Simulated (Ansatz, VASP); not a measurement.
## Ta: VASP beside Ansatz

```
Ta
1.0
     4.57471    0.00000    0.00000
    -2.28735    3.96181    0.00000
     0.00000    0.00000    2.66414
Ta
2
Direct
  0.33333 0.66667 0.00000
  0.66667 0.33333 0.00000
```

Alike in both runs: functional PBEsol; k mesh 15 × 15 × 20; occupations gaussian, width 0.1 eV; no spin polarisation.

Ansatz relaxed the structure, and its values are those at the end. VASP's run is a single point on that final structure, the one shown.

|  | VASP | Ansatz |
| --- | --- | --- |
| version | VASP 6.6.1 | Ansatz 0.2.0 |
| potentials or method | VASP PAW PBE potentials, release 64 (Ta_pv) | scalar-relativistic, plane waves, PAW |
| plane-wave cutoff (eV) | 520 | 420 |
| valence electrons in the cell | 22 | 26 |

Ansatz gave:

- gap on the k mesh at the Fermi level (eV): none
- pressure (GPa): 0.0

Question: What did VASP give for the same quantities?

Answer: gap on the k mesh at the Fermi level (eV): none; pressure (GPa): 0.1.

A gap of «none» marks a metal or a gap that the smearing closes. The two sets of potentials don't hold the same shells in valence.

Caveats: the PAW data sets were made with another functional, which shifts forces and pressure a little (VASP). The runs have no spin-orbit coupling, so splittings on Ta are missing.
